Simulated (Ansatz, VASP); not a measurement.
One calculation of Cl, two programs

INCAR

```
  ALGO = Normal
  EDIFF = 1E-7
  ENCUT = 520
  GGA = PS
  ISIF = 2
  ISMEAR = -1
  LASPH = T
  LCHARG = T
  LELF = T
  LREAL = F
  LVHAR = T
  LWAVE = F
  NBANDS = 10
  NELM = 60
  PREC = Accurate
  SIGMA = 0.08
```

File KPOINTS:

```
k-points
0
Gamma
  15 15 15
```

File POSCAR:

```
Cl
1.0
    2.5865941988      0.0000000000      0.0000000000
    0.0000000000      2.5865941988      0.0000000000
    0.0000000000      0.0000000000      2.5865941988
Cl
1
Direct
    0.0000000000      0.0000000000      0.0000000000
```

Input for Ansatz:

```yaml
crystal:
  lattice:
    - [2.5865941988, 0.0, 0.0]
    - [0.0, 2.5865941988, 0.0]
    - [0.0, 0.0, 2.5865941988]
  atoms:
    - { symbol: Cl, position: [0.0, 0.0, 0.0] }
kpoints:
  mp_grid: { grid: [15, 15, 15] }
scf:
  occupations: { method: fermi_dirac, width: 0.08 }
hamiltonian:
  xc: pbesol
  pseudopotentials: { kind: all_electron, lapw: { basis_error: 0.001 } }
output:
  forces: true
  stress: true
  eigenvalues: true
  populations: true
```

Change from the starting cell: volume scaled by 0.8, LAPW.

Alike in both runs: task single point; functional PBEsol; k mesh 15 × 15 × 15; occupations fermi-dirac, width 0.08 eV; no spin polarisation.

```csv
,VASP,Ansatz
version,VASP 6.6.1,Ansatz 0.2.0
potentials or method,"VASP PAW PBE potentials, release 64 (Cl)","all-electron LAPW, scalar-relativistic"
plane-wave cutoff (eV),520,see its input
```

Ansatz gave:

- pressure (GPa): 17.5

Task: Estimate VASP's values.

Result: Pressure (GPa): 17.4.

Ansatz ran all-electron here, so the differences hold the error of VASP's frozen core and of both bases.

Caveats: so large a pressure means that the cell lies far from this level's equilibrium, or that cutoff or potentials fall short (VASP); the potentials were made for another functional, which shifts forces and pressure (VASP); an odd number of electrons without spin polarisation forces a metal; a magnetic or distorted state may lie lower.
